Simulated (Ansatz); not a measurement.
# A series in space group Fm-3m

All 4 crystals share space group Fm-3m (No. 225) and the same kinds of sites, 2 atoms in the primitive cell. They are database entries and needn't be the stable phases. The set is a selection: crystals with unstable modes on a coarse mesh or in a metal were left out. Cells are relaxed by PAW under the functional.

Quantity: harmonic phonons by finite displacements (no LO-TO term; negative means unstable), on a 2×2×2 q mesh. Level: PBEsol, all-electron LAPW in Ansatz 0.2.0, scalar-relativistic.

```tsv
crystal	cell (conventional)	k mesh	smearing (eV)	highest mode (cm⁻¹)	lowest at L (cm⁻¹)	lowest at X (cm⁻¹)	highest at Γ (cm⁻¹)
HfN	a = 4.502 Å	14×14×14	0.10	532	121	147	502
NaF	a = 4.630 Å	8×8×8	none	301	173	141	240
CdO	a = 4.691 Å	14×14×14	0.05	431	106	93.2	254
BaO	a = 5.490 Å	6×6×6	none	?	?	?	?
```

Q: What did the calculation give for BaO?

A: highest mode = 379 cm⁻¹, lowest at L = 58.5 cm⁻¹, lowest at X = 78.2 cm⁻¹, highest at Γ = 76.5 cm⁻¹.

Caveats: responses of metals move with mesh and smearing (HfN); no spin-orbit coupling on heavy atoms (HfN); the gap is closed or tiny at this level, so small that the run used smearing; responses move with mesh and smearing (CdO).
